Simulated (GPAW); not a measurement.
# Sb (Pm-3m) in GPAW: settings compared

One crystal, Sb, is run at these levels: LDA, PBE, PBEsol; tasks: single point, relaxation of cell and atoms.

Everything below comes from runs of GPAW 26.7.0. Logs are shortened: lines on timing, memory, paths and dates and some standing lists are left out, and cuts for length are marked. The log counts tension as positive stress, the text compression.

### 1 The crystal as given

It takes space group Pm-3m (No. 221, cubic). The conventional cell has a = 3.160 Å, b = 3.160 Å, c = 3.160 Å, α = 90.00°, β = 90.00°, γ = 90.00°. Sb (site symmetry m-3m) is surrounded by 6 Sb at 3.16 Å.

This isn't the form of Sb at room conditions, which is rhombohedral.

### 2 Single point, LDA

The input, run.py:

```python
from ase import Atoms
from ase.dft.bandgap import bandgap
from ase.io import write
from ase.units import GPa
from gpaw import GPAW, PW

atoms = Atoms(['Sb'],
              cell=[[3.16, 0.0, 0.0],
                    [0.0, 3.16, 0.0],
                    [0.0, 0.0, 3.16]],
              scaled_positions=[[0.0, 0.0, 0.0]],
              pbc=True)

calc = GPAW(mode=PW(600),
            xc='LDA',
            kpts={'size': (8, 8, 8), 'gamma': True},
            occupations={'name': 'methfessel-paxton', 'order': 0, 'width': 0.1},
            nbands=15,
            convergence={'density': 1e-05, 'energy': 1e-05},
            maxiter=150,
            txt='gpaw.txt')
atoms.calc = calc
energy = atoms.get_potential_energy()
forces = atoms.get_forces()
stress = atoms.get_stress()
calc.write('gs.gpw')
write('result.traj', atoms)
print(f'Energy: {energy:.6f} eV')
print('Forces (eV/A):')
print(forces.round(4))
print('Stress (GPa):', (stress / GPa).round(3))
print('Fermi level:', round(calc.get_fermi_level(), 4), 'eV')
print(f'Gap: {bandgap(calc)[0]:.4f} eV, direct: {bandgap(calc, direct=True)[0]:.4f} eV')
```

Potentials or basis: the program's PAW data sets (release 1.2.1) made for this functional, pw.

Started as:

```sh
$ OMP_NUM_THREADS=1 python run.py
```

gpaw.txt:

```text
__  _  _
 | _ |_)|_||  |
 |__||  | ||/\| - 26.7.0

Input parameters:
  mode=PW(ecut=600.0),
  convergence={'density': 1e-05, 'energy': 1e-05},
  kpts=MonkhorstPack(size=(8, 8, 8), gamma=True),
  maxiter=150,
  nbands=15,
  occupations=Occupations(name='methfessel-paxton', order=0, width=0.1),
  xc=XC(name='LDA')

Diagonalizing LCAO Hamiltonian
Converting LCAO to pw mode
   .-------.
  /|       |
 * |       |
 | |       |
 | .-------.
 |/       /
 Sb------*

Atoms  # Å, Bohr magnetons
|   | symbol |        x |        y |        z |    initial magnetic moments |
|---|--------|----------|----------|----------|-----------------------------|
| 0 |     Sb | 0.000000 | 0.000000 | 0.000000 | ( 0.0000,  0.0000,  0.0000) |

Unit cell  # Å
| periodic |        x |        y |        z |  lengths |    angles |
|----------|----------|----------|----------|----------|-----------|
|      yes | 3.160000 | 0.000000 | 0.000000 | 3.160000 | 90.000000 |
|      yes | 0.000000 | 3.160000 | 0.000000 | 3.160000 | 90.000000 |
|      yes | 0.000000 | 0.000000 | 3.160000 | 3.160000 | 90.000000 |

Number of symmetries: 48
Symmetry operations  # r_c * U_cc + t_c -> r_c
|    | kind |            matrix            |
|----|------|------------------------------|
|  0 |  E   |  1, 0, 0,  0, 1, 0,  0, 0, 1 |
|  1 |  σ   |  1, 0, 0,  0, 1, 0,  0, 0,-1 |
|  2 |  σ   |  1, 0, 0,  0, 0, 1,  0, 1, 0 |
|  3 |  C4  |  1, 0, 0,  0, 0, 1,  0,-1, 0 |
|  4 |  C4  |  1, 0, 0,  0, 0,-1,  0, 1, 0 |
|  5 |  σ   |  1, 0, 0,  0, 0,-1,  0,-1, 0 |
|  6 |  σ   |  1, 0, 0,  0,-1, 0,  0, 0, 1 |
|  7 |  C2  |  1, 0, 0,  0,-1, 0,  0, 0,-1 |
|  8 |  σ   |  0, 1, 0,  1, 0, 0,  0, 0, 1 |
|  9 |  C2  |  0, 1, 0,  1, 0, 0,  0, 0,-1 |
| 10 |  C3  |  0, 1, 0,  0, 0, 1,  1, 0, 0 |
| 11 |  S6  |  0, 1, 0,  0, 0, 1, -1, 0, 0 |
| 12 |  S6  |  0, 1, 0,  0, 0,-1,  1, 0, 0 |
| 13 |  C3  |  0, 1, 0,  0, 0,-1, -1, 0, 0 |
| 14 |  C4  |  0, 1, 0, -1, 0, 0,  0, 0, 1 |
| 15 |  S4  |  0, 1, 0, -1, 0, 0,  0, 0,-1 |
| 16 |  C3  |  0, 0, 1,  1, 0, 0,  0, 1, 0 |
| 17 |  S6  |  0, 0, 1,  1, 0, 0,  0,-1, 0 |
| 18 |  σ   |  0, 0, 1,  0, 1, 0,  1, 0, 0 |
| 19 |  C4  |  0, 0, 1,  0, 1, 0, -1, 0, 0 |
| 20 |  C2  |  0, 0, 1,  0,-1, 0,  1, 0, 0 |
| 21 |  S4  |  0, 0, 1,  0,-1, 0, -1, 0, 0 |
| 22 |  S6  |  0, 0, 1, -1, 0, 0,  0, 1, 0 |
| 23 |  C3  |  0, 0, 1, -1, 0, 0,  0,-1, 0 |
| 24 |  S6  |  0, 0,-1,  1, 0, 0,  0, 1, 0 |
| 25 |  C3  |  0, 0,-1,  1, 0, 0,  0,-1, 0 |
| 26 |  C4  |  0, 0,-1,  0, 1, 0,  1, 0, 0 |
| 27 |  σ   |  0, 0,-1,  0, 1, 0, -1, 0, 0 |
| 28 |  S4  |  0, 0,-1,  0,-1, 0,  1, 0, 0 |
| 29 |  C2  |  0, 0,-1,  0,-1, 0, -1, 0, 0 |
| 30 |  C3  |  0, 0,-1, -1, 0, 0,  0, 1, 0 |
| 31 |  S6  |  0, 0,-1, -1, 0, 0,  0,-1, 0 |
| 32 |  C4  |  0,-1, 0,  1, 0, 0,  0, 0, 1 |
| 33 |  S4  |  0,-1, 0,  1, 0, 0,  0, 0,-1 |
| 34 |  S6  |  0,-1, 0,  0, 0, 1,  1, 0, 0 |
| 35 |  C3  |  0,-1, 0,  0, 0, 1, -1, 0, 0 |
| 36 |  C3  |  0,-1, 0,  0, 0,-1,  1, 0, 0 |
| 37 |  S6  |  0,-1, 0,  0, 0,-1, -1, 0, 0 |
| 38 |  σ   |  0,-1, 0, -1, 0, 0,  0, 0, 1 |
| 39 |  C2  |  0,-1, 0, -1, 0, 0,  0, 0,-1 |
| 40 |  σ   | -1, 0, 0,  0, 1, 0,  0, 0, 1 |
| 41 |  C2  | -1, 0, 0,  0, 1, 0,  0, 0,-1 |
| 42 |  C2  | -1, 0, 0,  0, 0, 1,  0, 1, 0 |
| 43 |  S4  | -1, 0, 0,  0, 0, 1,  0,-1, 0 |
| 44 |  S4  | -1, 0, 0,  0, 0,-1,  0, 1, 0 |
| 45 |  C2  | -1, 0, 0,  0, 0,-1,  0,-1, 0 |
| 46 |  C2  | -1, 0, 0,  0,-1, 0,  0, 0, 1 |
| 47 |  i   | -1, 0, 0,  0,-1, 0,  0, 0,-1 |

BZ-sampling:
  Number of BZ points: 512
  Number of IBZ points: 35

  Monkhorst-Pack size: [8, 8, 8]
  Monkhorst-Pack shift: [0.0625, 0.0625, 0.0625]

K-points  # in reciprocal-cell coordinates
|     |                                coordinates |     weight |
|-----|--------------------------------------------|------------|
|   0 | (  0.00000000,   0.00000000,   0.00000000) | 0.00195312 |
|   1 | (  0.12500000,   0.00000000,   0.00000000) | 0.01171875 |
|   2 | (  0.12500000,   0.12500000,   0.00000000) | 0.02343750 |
|   3 | (  0.12500000,   0.12500000,   0.12500000) | 0.01562500 |
|   4 | (  0.25000000,   0.00000000,   0.00000000) | 0.01171875 |
|   5 | (  0.25000000,   0.12500000,   0.00000000) | 0.04687500 |
|   6 | (  0.25000000,   0.12500000,   0.12500000) | 0.04687500 |
|   7 | (  0.25000000,   0.25000000,   0.00000000) | 0.02343750 |
|   8 | (  0.25000000,   0.25000000,   0.12500000) | 0.04687500 |
|   9 | (  0.25000000,   0.25000000,   0.25000000) | 0.01562500 |
| ... |                                            |            |
|  34 | (  0.50000000,   0.50000000,   0.50000000) | 0.00195312 |

Plane wave coefficients: 1074
Cutoff: 600.0 eV

Spin-components: 1 (collinear spins)
Bands:           15
Projectors:      6
Spin-degeneracy: 2
Datatype:        complex128

Parallelization:
  kpt:    1
  domain: 1
  band:   1

Density:
  Valence electrons: 15.0
  Components: 1
  Grid points: [18 18 18]
  Charge: 0.0  # |e|

Potential:
  Grid points: [18 18 18]

species:
  Sb:
    name:    Antimony
    Z:       51.0
    valence: 15
    core:    36
    charge:  0.0  # [|e|]
    compensation charges:
      type: gauss
      rc: 0.36  # [Å]
      lmax: 2
    cutoffs:
      filter: 2.23  # [Å]
      core: 2.23  # [Å]
    projectors
    | kind |    occ | energy [eV] | rcut [Å] |
    |------|--------|-------------|----------|
    |   5s |  2.000 |     -13.069 |    1.154 |
    |   5p |  3.000 |      -4.994 |    1.233 |
    |   4d | 10.000 |     -33.564 |    1.196 |
    |    s |        |      14.142 |    1.154 |
    |    p |        |      22.217 |    1.233 |
    |    d |        |      -6.353 |    1.196 |

    Using partial waves for Sb as LCAO basis

Reference energy: -176132.436306  # eV

eigensolver:
  PPCG
  Converge bands: occupied
  niter=2

density mixing:
  MSR1-Mixer
  Pratt-step length: 0.05
  Maximum mixing coefficient: 0.75
  Old densities: 10
  SVD Regularization: 0.005
  Good broyden scale: 1.0
  Trust region scale: 1.0
  Backstep threshold: 4.0
  History deletion threshold: 6.0
  Fourier metric: weight=20.0, sigma=0.015

occupation numbers:
  Methfessel-Paxton:
    width: 0.1000  # eV
    order: 0

poisson solver:
  ecut: 4800.0  # eV

xc functional:
  name: None

convergence criteria:
- Maximum integral of absolute [dens]ity change: 1e-05 electrons / valence electron
- Maximum [total energy] change in last 3 cyles: 1e-05 eV / valence electron
- Maximum integral of absolute [eigenst]ate change: 4e-08 eV^2 / valence electron
maximum number of iterations: 150

SCF iterations
|iter     | |      energy | eigst |  dens |
|---------|-|-------------|-------|-------|
|iter:   1| |   -5.002955 | +0.12 |       |
|iter:   2| |   -5.004552 | -2.04 | -1.78 |
|iter:   3| |   -4.999718 | -2.96 | -1.80 |
|iter:   4| |   -4.999787 | -3.85 | -2.32 |
|iter:   5| |   -4.999818c| -5.21 | -3.06 |
|iter:   6| |   -4.999822c| -6.55 | -3.69 |
|iter:   7| |   -4.999822c| -7.63c| -4.44 |
|iter:   8| |   -4.999822c| -8.33c| -5.15c|

Converged in 8 steps
Energy contributions relative to reference atoms: (reference = -176132.436306)

Energy contributions:
  Kinetic:          -4.500956
  Coulomb:           3.111023
  Zero:              0.186381
  External:          0.000000
  Xc:               -3.793602
  Entropy:          -0.005335
  Spinorbit:         0.000000
  ----------------------------
  Free energy:      -5.002490
  Extrapolated:     -4.999822

dipole moment: (-11.496447, -11.496447, -11.496447)  # |e|*Ang

Fermi level: 5.726
Eigenvalues  # (at kpt = [0.000, 0.000, 0.000])
| band index |      eig [eV] | occ [0-2] |
|------------|---------------|-----------|
|          0 |       -23.192 |     2.000 |
|          1 |       -23.192 |     2.000 |
|          2 |       -23.044 |     2.000 |
|          3 |       -23.044 |     2.000 |
|          4 |       -23.044 |     2.000 |
|          5 |        -6.203 |     2.000 |
|          6 |         8.865 |     0.000 |
|          7 |         8.865 |     0.000 |
|          8 |         8.865 |     0.000 |
|          9 |        12.962 |     0.000 |
|         10 |        12.962 |     0.000 |
|         11 |        13.619 |     0.000 |
|         12 |        25.922 |     0.000 |
|         13 |        25.942 |     0.000 |
|         14 |        25.949 |     0.000 |

No gap
No difference between direct/indirect transitions

Forces  # eV/Ang
|        x |        y |        z |
|----------|----------|----------|
| -0.00000 | -0.00000 | -0.00000 |  # Sb   0

Stress tensor  # eV/Ang^3
|        x |        y |        z |
|----------|----------|----------|
| 0.037221 | 0.000000 | 0.000000 |
| 0.000000 | 0.037221 | 0.000000 |
| 0.000000 | 0.000000 | 0.037221 |

# Writing to gs.gpw (mode='')
```

Run time: 8.4 s. Hardware: 1 thread of Arm Neoverse V1, shared host; peak memory 0.14 GiB.

Results:

| Quantity | Value |
| --- | --- |
| Free energy | -5.0025 eV |
| Pressure | -6.0 GPa |
| Band gap on the k mesh | none (metal or under the smearing width) |

Levels at points of the mesh, in eV from the Fermi level:
| k point | band 6 | band 7 | band 8 | band 9 | band 10 | band 11 |
| --- | --- | --- | --- | --- | --- | --- |
| (0.00, 0.00, 0.00) | -11.93 | 3.14 | 3.14 | 3.14 | 7.24 | 7.24 |
| (0.50, 0.00, 0.00) | -9.73 | -5.10 | 4.93 | 4.93 | 9.47 | 10.51 |
| (0.50, 0.50, 0.00) | -7.44 | -3.20 | -3.20 | 2.51 | 6.72 | 13.26 |
| (0.50, 0.50, 0.50) | -4.95 | -1.44 | -1.44 | -1.44 | 5.11 | 5.11 |

### 3 Single point, PBE

run.py, as its differences from that of step 2:

```diff
@@ -3,4 +3,5 @@
 from ase.io import write
-from ase.units import GPa
+from ase.units import Bohr, GPa
 from gpaw import GPAW, PW
+from gpaw.elf import elf_from_dft_calculation
 
@@ -14,5 +15,5 @@
 calc = GPAW(mode=PW(600),
-            xc='LDA',
+            xc='PBE',
             kpts={'size': (8, 8, 8), 'gamma': True},
-            occupations={'name': 'methfessel-paxton', 'order': 0, 'width': 0.1},
+            occupations={'name': 'methfessel-paxton', 'order': 0, 'width': 0.05},
             nbands=15,
@@ -33 +34,6 @@
 print(f'Gap: {bandgap(calc)[0]:.4f} eV, direct: {bandgap(calc, direct=True)[0]:.4f} eV')
+
+# fields on the real-space grid
+write('density.cube', atoms, data=calc.get_pseudo_density() * Bohr**3)
+write('potential.cube', atoms, data=calc.get_electrostatic_potential())
+write('elf.cube', atoms, data=elf_from_dft_calculation(calc).data)
```

Potentials or basis: GPAW PAW data sets (gpaw-data 1.2.1), pw.

Started as:

```sh
$ OMP_NUM_THREADS=1 python run.py
```

Run time: 8.6 s. Hardware: 1 thread of Arm Neoverse V1, shared host; peak memory 0.13 GiB.

Results (log left out):

```
Free energy            : -4.3350 eV
Pressure               : -2.5 GPa
Band gap on the k mesh : none (metal or under the smearing width)
```

Levels at points of the mesh, in eV from the Fermi level:
```csv
k point,band 6,band 7,band 8,band 9,band 10,band 11
"(0.00, 0.00, 0.00)",-11.89,3.17,3.17,3.17,7.11,7.11
"(0.50, 0.00, 0.00)",-9.67,-5.14,5.00,5.00,9.33,10.53
"(0.50, 0.50, 0.00)",-7.33,-3.23,-3.23,2.46,6.82,13.22
"(0.50, 0.50, 0.50)",-4.78,-1.46,-1.46,-1.46,5.03,5.03
```

### 4 Single point, PBE

run.py, as its differences from that of step 3:

```diff
@@ -1,4 +1,3 @@
-from ase import Atoms
 from ase.dft.bandgap import bandgap
-from ase.io import write
+from ase.io import read, write
 from ase.units import Bohr, GPa
@@ -7,8 +6,3 @@
 
-atoms = Atoms(['Sb'],
-              cell=[[3.16, 0.0, 0.0],
-                    [0.0, 3.16, 0.0],
-                    [0.0, 0.0, 3.16]],
-              scaled_positions=[[0.0, 0.0, 0.0]],
-              pbc=True)
+atoms = read('POSCAR')
 
@@ -17,3 +11,3 @@
             kpts={'size': (8, 8, 8), 'gamma': True},
-            occupations={'name': 'methfessel-paxton', 'order': 0, 'width': 0.05},
+            occupations={'name': 'methfessel-paxton', 'order': 0, 'width': 0.1},
             nbands=15,
```

The input, POSCAR:

```
Sb
1.0
    3.1600000000      0.0000000000      0.0000000000
    0.0000000000      3.1600000000      0.0000000000
    0.0000000000      0.0000000000      3.1600000000
Sb
1
Direct
    0.0000000000      0.0000000000      0.0000000000
```

Started as:

```sh
$ OMP_NUM_THREADS=1 python run.py
```

Wall time 8.7 s (1 thread of Arm Neoverse V1, shared host); peak memory 0.14 GiB.

The run converged. Its results:

```
Free energy            : -4.3376 eV
Pressure               : -2.5 GPa
Band gap on the k mesh : none (metal or under the smearing width)
```

Levels at points of the mesh, in eV from the Fermi level:
```csv
k point,band 5,band 6,band 7,band 8,band 9,band 10,band 11
"(0.00, 0.00, 0.00)",-28.94,-11.90,3.17,3.17,3.17,7.10,7.10
"(0.50, 0.00, 0.00)",-28.94,-9.67,-5.14,4.99,4.99,9.32,10.53
"(0.50, 0.50, 0.00)",-28.88,-7.34,-3.24,-3.24,2.46,6.82,13.21
"(0.50, 0.50, 0.50)",-28.88,-4.78,-1.46,-1.46,-1.46,5.02,5.02
```

The run has no spin-orbit coupling, so splittings on Sb are missing.

(Part 1 of 2 ends here.)
